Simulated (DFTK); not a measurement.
The system is Zr.

```xyz
1
Lattice="-1.8100 1.8100 1.8100 1.8100 -1.8100 1.8100 1.8100 1.8100 -1.8100" Properties=species:S:1:pos:R:3 pbc="T T T"
Zr    0.0000    0.0000    0.0000
```

This isn't the form of Zr at room conditions, which is hcp.

- Program: DFTK 0.8.2
- Task: single point
- Functional: PBEsol
- Potentials or basis: dojo.nc.sr.pbesol.v0_4_1.standard.upf (PBEsol)
- Cutoff: 898 eV
- k mesh: 10 × 10 × 10
- Occupations: fermi-dirac, width 0.05 eV
- Spin: no spin polarisation

On this cell: pressure -7.0 GPa; band gap on the k mesh none (metal or under the smearing width).

The same run follows on a disturbed copy (cell strained at random at fixed volume):

```
Zr
1.0
    -1.84427    1.86024    1.77457
     1.87912   -1.87150    1.82068
     1.75054    1.77777   -1.78583
Zr
1
Direct
  0.02239 0.99601 0.01201
```

Task: What does the disturbed cell give?

Result: The energy (extrapolated to zero smearing) moves by +5.2 meV/atom; pressure -6.9 GPa; band gap on the k mesh none (metal or under the smearing width).

Stress tensor (GPa, compression positive):
```
-6.87  1.28 -0.55
 1.28 -6.87  0.35
-0.55  0.35 -7.04
```
